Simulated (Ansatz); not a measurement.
Set up this calculation in Ansatz 0.2.0, as the native input.

```yaml
Task: band structure
Functional: PBEsol
Potentials_or_basis: all-electron PAW datasets made for the crystal
Cutoff: 340 eV (chosen from the basis error)
k_mesh: 11 × 11 × 11
Occupations: fermi-dirac, width 0.05 eV
Spin: no spin polarisation
```

TiC:

```
CELL_PARAMETERS angstrom
0.00000 2.16572 2.16572
2.16572 0.00000 2.16572
2.16572 2.16572 0.00000
ATOMIC_POSITIONS crystal
Ti 0.00000 0.00000 0.00000
C 0.50000 0.50000 0.50000
```

The cell is a database's computed one.

One way to write it, as run:

input.yaml

```yaml
crystal:
  lattice:
    - [0.0, 2.1657188437, 2.1657188437]
    - [2.1657188437, 0.0, 2.1657188437]
    - [2.1657188437, 2.1657188437, 0.0]
  atoms:
    - { symbol: Ti, position: [0.0, 0.0, 0.0] }
    - { symbol: C, position: [0.5, 0.5, 0.5] }
kpoints:
  mp_grid: { grid: [11, 11, 11] }
  band_path:
    path:
      - [0.0, 0.0, 0.0]
      - [0.5, 0.0, 0.5]
      - [0.5, 0.25, 0.75]
      - [0.375, 0.375, 0.75]
      - [0.0, 0.0, 0.0]
      - [0.5, 0.5, 0.5]
      - [0.625, 0.25, 0.625]
      - [0.5, 0.25, 0.75]
    npoints: 6
scf:
  occupations: { method: fermi_dirac, width: 0.05 }
hamiltonian:
  xc: pbesol
  pseudopotentials: { kind: all_electron, datasets: crystal }
output:
  forces: true
  stress: true
  eigenvalues: true
```

Potentials or basis: all-electron PAW datasets made for the crystal.

The run is started by

```console
$ ansatz run input.yaml --threads 1 --pin off --max-ram 3072MiB --backend cpu --events-out ev --progress --plain --runs-dir out
```

Results of the run:

| Item | Value |
| --- | --- |
| Pressure | -6.7 GPa |
| Band gap along the path | none (metal or under the smearing width) |

It took 8 s on 1 thread of AMD EPYC 7R43 64-Core Processor (Zen 3), on a shared host, peak memory 0.43 GiB.
